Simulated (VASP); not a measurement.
Wanted: the native input for a VASP 6.6.1 run.

```yaml
Task: G0W0 quasiparticle levels
Functional: PBE
Potentials_or_basis: VASP PAW PBE potentials, release 64 (Mg_GW, O_GW)
Cutoff: 450 eV
k_mesh: 6 × 6 × 6
Occupations: gaussian, width 0.01 eV
Spin: no spin polarisation
GW_scheme: G0W0
GW_iterations: 1
Cutoff_of_the_response_function: 180
Frequency_points: 50
Empty_bands: 101
Further_INCAR_settings: ALGO = EVGW0; EDIFF = 1e-08; NBANDS = 105
```

Crystal: MgO.

```xyz
2
Lattice="0.0000 2.0970 2.0970 2.0970 0.0000 2.0970 2.0970 2.0970 0.0000" Properties=species:S:1:pos:R:3 pbc="T T T"
Mg    0.0000    0.0000    0.0000
O     2.0970    2.0970    2.0970
```

The cell is a database's computed one.

One way to write it, as run:

POSCAR

```
MgO
1.0
    0.0000000000      2.0970013927      2.0970013927
    2.0970013927      0.0000000000      2.0970013927
    2.0970013927      2.0970013927      0.0000000000
Mg O
1 1
Direct
    0.0000000000      0.0000000000      0.0000000000
    0.5000000000      0.5000000000      0.5000000000
```

INCAR.step1

```
SYSTEM = MgO
ALGO = Fast
EDIFF = 1E-8
ENCUT = 450
GGA = PE
ISMEAR = 0
LASPH = .True.
LCHARG = .False.
LREAL = .False.
LWAVE = .True.
NELM = 60
PREC = Accurate
SIGMA = 0.01
```

INCAR.step2

```
SYSTEM = MgO
ALGO = Exact
EDIFF = 1E-8
ENCUT = 450
GGA = PE
ISMEAR = 0
ISTART = 1
LASPH = .True.
LCHARG = .False.
LOPTICS = .True.
LREAL = .False.
LWAVE = .True.
NBANDS = 105
NELM = 1
PREC = Accurate
SIGMA = 0.01
```

INCAR.step3

```
SYSTEM = MgO
ALGO = EVGW0
EDIFF = 1E-8
ENCUT = 450
ENCUTGW = 180
GGA = PE
ISMEAR = 0
ISTART = 1
LASPH = .True.
LCHARG = .False.
LREAL = .False.
LWAVE = .False.
NBANDS = 105
NBANDSGW = 12
NELMGW = 1
NOMEGA = 50
PREC = Accurate
PRECFOCK = Fast
SIGMA = 0.01
```

KPOINTS

```
k-points
0
Gamma
  6 6 6
  0 0 0
```

Potentials or basis: VASP PAW PBE potentials, release 64 (Mg_GW, O_GW).

Launch:

```bash
$ cat potpaw_PBE.64/Mg_GW/POTCAR potpaw_PBE.64/O_GW/POTCAR > POTCAR
$ cp INCAR.step1 INCAR
$ mpirun -np 1 vasp_std > vasp.out
$ cp INCAR.step2 INCAR
$ mpirun -np 1 vasp_std > vasp.out
$ cp INCAR.step3 INCAR
$ mpirun -np 1 vasp_std > vasp.out
```

It gave:

The band gap on the k mesh, mean-field level is 4.85 eV, direct. The quasiparticle gap is 7.49 eV. The least direct quasiparticle gap is 7.49 eV.

Caveat: the k mesh is coarse (spacing up to 0.43 Å⁻¹), so the values aren't converged; bands, screening cutoff and mesh are small and nothing is extrapolated, so the quasiparticle values aren't converged.

It took 2.1 min on 1 thread of Intel(R) Xeon(R) Platinum 8488C (Sapphire Rapids) (shared host), peak memory 0.36 GiB.
